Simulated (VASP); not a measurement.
# Ag (Im-3m) in VASP: further runs

The runs below take Ag through single point, with r2SCAN.

Program: VASP 6.6.1. These are calculated values, not measurements. Logs are shortened: lines on timing, memory, paths and dates and some standing lists are left out, and cuts for length are marked.

### 1 The structure

The structure is cubic, space group Im-3m (No. 229). Conventional cell: a = 3.311 Å, b = 3.311 Å, c = 3.311 Å, α = 90.00°, β = 90.00°, γ = 90.00°. Ag (site symmetry m-3m) is surrounded by 8 Ag at 2.87 Å.

This isn't the form of Ag at room conditions, which is fcc.

### 2 Single point, r2SCAN

File INCAR:

```
SYSTEM = Ag
PREC     = Accurate       ! precision mode
ENCUT    = 450            ! plane-wave cutoff, eV
EDIFF    = 1E-4           ! SCF threshold, eV
ISMEAR   = 1              ! smearing method
SIGMA    = 0.1            ! smearing width, eV
LREAL    = .False.        ! projectors in reciprocal space
LASPH    = .True.         ! aspherical terms in the spheres
NELM     = 100            ! most SCF steps
ALGO     = Normal         ! electronic algorithm
ISIF     = 2              ! what is computed and relaxed
LWAVE    = .False.        ! write WAVECAR
LCHARG   = .False.        ! write CHGCAR
METAGGA  = R2SCAN         ! meta-GGA
LMIXTAU  = .True.       
ADDGRID  = .False.
```

File KPOINTS:

```
regular mesh
0
Gamma
  10 10 10
  0 0 0
```

File POSCAR:

```
Ag
1.0
   -1.6556540000      1.6556540000      1.6556540000
    1.6556540000     -1.6556540000      1.6556540000
    1.6556540000      1.6556540000     -1.6556540000
Ag
1
Direct
    0.0000000000      0.0000000000      0.0000000000
```

Potentials or basis: VASP PAW PBE potentials, release 64 (Ag).

On the command line:

```
$ cat potpaw_PBE.64/Ag/POTCAR > POTCAR
$ mpirun -np 1 vasp_std > vasp.out
```

OUTCAR:

```text
SYSTEM = Ag
   PREC = Accurate
   ENCUT = 450
   EDIFF = 1E-4
   ISMEAR = 1
   LREAL = .False.
   LASPH = .True.
   NELM = 100
   ISIF = 2
   METAGGA = R2SCAN

 Found     47 irreducible k-points:

 Following reciprocal coordinates:
            Coordinates               Weight
  0.000000  0.000000  0.000000      1.000000
  0.100000  0.000000  0.000000     12.000000
  0.200000  0.000000  0.000000     12.000000
  0.300000  0.000000  0.000000     12.000000
  0.400000  0.000000  0.000000     12.000000
  0.500000  0.000000  0.000000      6.000000
   k-points           NKPTS =     47   k-points in BZ     NKDIM =     47   number of bands    NBANDS=      9
   number of dos      NEDOS =    301   number of ions     NIONS =      1
   total plane-waves  NPLWV =   8000
   dimension x,y,z NGX =    20 NGY =   20 NGZ =   20
   dimension x,y,z NGXF=    40 NGYF=   40 NGZF=   40
   ions per type =               1
   NGX,Y,Z   is equivalent  to a cutoff of  11.59, 11.59, 11.59 a.u.
   NGXF,Y,Z  is equivalent  to a cutoff of  23.19, 23.19, 23.19 a.u.
 SYSTEM =  Ag
   PREC   = accura    normal or accurate (medium, high low for compatibility)
   ISTART =      0    job   : 0-new  1-cont  2-samecut
   ICHARG =      2    charge: 1-file 2-atom 10-const
   ISPIN  =      1    spin polarized calculation?
   LNONCOLLINEAR =      F non collinear calculations
   LSORBIT =      F    spin-orbit coupling
   LASPH  =      T    aspherical Exc in radial PAW
   ENCUT  =  450.0 eV  33.07 Ry    5.75 a.u.   4.96  4.96  4.96*2*pi/ulx,y,z
   NELM   =    100;   NELMIN=  2; NELMDL= -5     # of ELM steps
   EDIFF  = 0.1E-03   stopping-criterion for ELM
   LREAL  =      F    real-space projection
   EDIFFG = 0.1E-02   stopping-criterion for IOM
   NSW    =      0    number of steps for IOM
   IBRION =     -1    ionic relax: 0-MD 1-quasi-New 2-CG
   NFREE  =      0    steps in history (QN), initial steepest desc. (CG)
   ISIF   =      2    stress and relaxation
   ISYM   =      2    0-nonsym 1-usesym 2-fastsym
   POTIM  = 0.5000    time-step for ionic-motion
   TEBEG  =    0.0;   TEEND  =   0.0 temperature during run
   PSTRESS=    0.0 pullay stress
   NELECT =      11.0000    total number of electrons
   NUPDOWN=      -1.0000    fix difference up-down
   EMIN   =  10.00;   EMAX   =-10.00  energy-range for DOS
   EFERMI =   0.00;   METHOD = LEGACY
   ISMEAR =     1;   SIGMA  =   0.10  broadening in eV -4-tet -1-fermi 0-gaus
   EFERMI_NEDOS =   21; number of points for ismear=-14 and -15
   IALGO  =     38    algorithm
   IMIX   =      4    mixing-type and parameters
     AMIX     =   0.40;   BMIX     =  1.00
     AMIX_MAG =   1.60;   BMIX_MAG =  1.00
  volume/ion in A,a.u.               =      18.15       122.51
  Fermi-wavevector in a.u.,A,eV,Ry     =   1.385318  2.617871 26.111022  1.919106
  Thomas-Fermi vector in A             =   2.509739
   LORBIT       =      0    0 simple, 1 ext, 2 COOP (PROOUT), +10 PAW based schemes
   METAGGA = R2SCAN    functional components
   LHFCALC =     F    Hartree Fock is set to
   AEXX    =    0.0000 exact exchange contribution
   IVDW    =     0    specifies the selected vdW correction
   LEPSILON=     F    determine dielectric tensor
   LRPA    =     F    only Hartree local field effects (RPA)
 non-spin polarized calculation
 Methfessel and Paxton  Order N= 1 SIGMA  =   0.10
  energy-cutoff  :      450.00
  volume of cell :       18.15
 maximum number of plane-waves:       410
   NGX =  9   NGY =  9   NGZ =  9

 number of electron      11.0000011 magnetization

 Free energy of the ion-electron system (eV)
  ---------------------------------------------------
  ext. energy  EPLUGINS =         0.00000000
  ---------------------------------------------------
  free energy    TOTEN  =       -21.28646621 eV

  energy without entropy =      -21.28567717  energy(sigma->0) =      -21.28620320

 E-fermi :   7.7602     XC(G=0): -12.5245

 val. band max:        7.6329700463   @ k =  -0.3000   0.4000   0.2000
 cond. band min:       7.7707290437   @ k =   0.5000   0.0000   0.0000
 fundamental gap:      0.1377589974
 Fermi energy:         7.7602396823

 k-point     1 :       0.0000    0.0000    0.0000
  band No.  band energies     occupation
      1       0.1268      2.00000
      2       2.5635      2.00000
      3       2.5635      2.00000
      4       2.5635      2.00000
      5       3.7856      2.00000
      6       3.7856      2.00000
      7      26.0623      0.00000
      8      26.0623      0.00000
      9      26.0623      0.00000

 k-point     2 :       0.1000    0.0000    0.0000
  band No.  band energies     occupation
      1       0.4453      2.00000
      2       2.4912      2.00000
      3       2.5801      2.00000
      4       2.7379      2.00000
      5       3.7125      2.00000
      6       3.7908      2.00000
      7      24.9868      0.00000
      8      25.8354      0.00000
      9      26.2286      0.00000

 k-point     3 :       0.2000    0.0000    0.0000
  band No.  band energies     occupation
      1       1.2019      2.00000
      2       2.3065      2.00000
      3       2.7581      2.00000
      4       3.2194      2.00000
      5       3.6087      2.00000
      6       3.8090      2.00000
      7      21.6103      0.00000
      8      24.4801      0.00000
      9      26.6291      0.00000

 k-point     4 :       0.3000    0.0000    0.0000
  band No.  band energies     occupation
      1       1.4924      2.00000
      2       2.0866      2.00000
      3       3.6202      2.00000
      4       3.8406      2.00000
      5       3.8751      2.00000
      6       3.9303      2.00000
      7      17.5320      0.00000
      8      22.8087      0.00000
      9      24.5100      0.00000

 k-point     5 :       0.4000    0.0000    0.0000
  band No.  band energies     occupation
      1       1.3357      2.00000
      2       1.9151      2.00000
      3       3.6962      2.00000
      4       3.8740      2.00000
      5       4.4690      2.00000
      6       6.0809      2.00000
      7      13.7470      0.00000
      8      21.6576      0.00000
      9      22.7502      0.00000

 k-point     6 :       0.5000    0.0000    0.0000
  band No.  band energies     occupation
      1       1.2463      2.00000
      2       1.8510      2.00000
      3       3.7346      2.00000
      4       3.8886      2.00000
      5       4.7149      2.00000
      6       7.7707      0.82354
      7      11.5200      0.00000
      8      21.2551      0.00000
      9      22.1074      0.00000

 [... further k-points ...]

------------------------ aborting loop because EDIFF is reached ----------------------------------------

  FORCE on cell =-STRESS in cart. coord.  units (eV):
  Direction    XX          YY          ZZ          XY          YZ          ZX
  --------------------------------------------------------------------------------------
  -------------------------------------------------------------------------------------
  Total       -0.2598511     -0.2598511     -0.2598511      0.0000000      0.0000000      0.0000000
  in kB      -22.9332944    -22.9332944    -22.9332944      0.0000000      0.0000000      0.0000000
  external PRESSURE =     -22.9332944 kB  Pullay stress =       0.0000000 kB

 VOLUME and BASIS-vectors are now :
 -----------------------------------------------------------------------------
  energy-cutoff  :      450.00
  volume of cell :       18.15
      direct lattice vectors                 reciprocal lattice vectors
    -1.655654000  1.655654000  1.655654000     0.000000000  0.301995465  0.301995465
     1.655654000 -1.655654000  1.655654000     0.301995465  0.000000000  0.301995465
     1.655654000  1.655654000 -1.655654000     0.301995465  0.301995465  0.000000000

 POSITION                                       TOTAL-FORCE (eV/Angst)
 -----------------------------------------------------------------------------------
      0.00000      0.00000      0.00000         0.000000     -0.000000      0.000000
 -----------------------------------------------------------------------------------
    total drift:                                0.000000      0.000000      0.000000

  FREE ENERGIE OF THE ION-ELECTRON SYSTEM (eV)
  ---------------------------------------------------
  free  energy   TOTEN  =       -21.2864662074 eV

  energy  without entropy=      -21.2856771713  energy(sigma->0) =      -21.28620320
```

It took 10 s on 1 thread of Intel Xeon 6975P-C (Granite Rapids), shared host; peak memory 0.13 GiB.

The run converged, but some of its settings lie outside the range that counts as converged, so its numbers aren't taken as properties of the crystal.

What came out:

* Free energy: -21.2865 eV
* Pressure: -2.3 GPa
* Band gap on the k mesh: none (metal or under the smearing width)

Caveat: the PAW data sets were made with another functional, which shifts forces and pressure a little.

### 3 Single point, r2SCAN

INCAR, as its differences from that of step 2:

```diff
@@ -3,3 +3,3 @@
 ENCUT    = 450            ! plane-wave cutoff, eV
-EDIFF    = 1E-4           ! SCF threshold, eV
+EDIFF    = 1E-5           ! SCF threshold, eV
 ISMEAR   = 1              ! smearing method
```

KPOINTS is that of step 2.

POSCAR is that of step 2.

Potentials or basis: VASP PAW PBE potentials, release 64 (Ag).

On the command line:

```
$ cat potpaw_PBE.64/Ag/POTCAR > POTCAR
$ mpirun -np 1 vasp_std > vasp.out
```

Wall time 12 s (1 thread of Intel Xeon 6975P-C (Granite Rapids), shared host); peak memory 0.13 GiB.

These settings aren't checked as converged: the numbers below hold their error.

What came out:

```
Free energy            : -21.2865 eV
Pressure               : -3.1 GPa
Band gap on the k mesh : none (metal or under the smearing width)
```

Caveat: the PAW data sets were made with another functional, which shifts forces and pressure a little.

### 4 Single point, r2SCAN

INCAR, as its differences from that of step 3:

```diff
@@ -3,3 +3,3 @@
 ENCUT    = 450            ! plane-wave cutoff, eV
-EDIFF    = 1E-5           ! SCF threshold, eV
+EDIFF    = 1E-6           ! SCF threshold, eV
 ISMEAR   = 1              ! smearing method
@@ -15,2 +15,2 @@
 LMIXTAU  = .True.       
-ADDGRID  = .False.
+ADDGRID  = .True.
```

KPOINTS is that of step 3.

POSCAR is that of step 3.

On the command line:

```
$ cat potpaw_PBE.64/Ag/POTCAR > POTCAR
$ mpirun -np 1 vasp_std > vasp.out
```

It took 14 s on 1 thread of Intel Xeon 6975P-C (Granite Rapids), shared host; peak memory 0.17 GiB.

These settings aren't checked as converged: the numbers below hold their error.

Results:

- Free energy: -21.2865 eV
- Pressure: -3.1 GPa
- Band gap on the k mesh: none (metal or under the smearing width)

Caveat: the PAW data sets were made with another functional, which shifts forces and pressure a little.
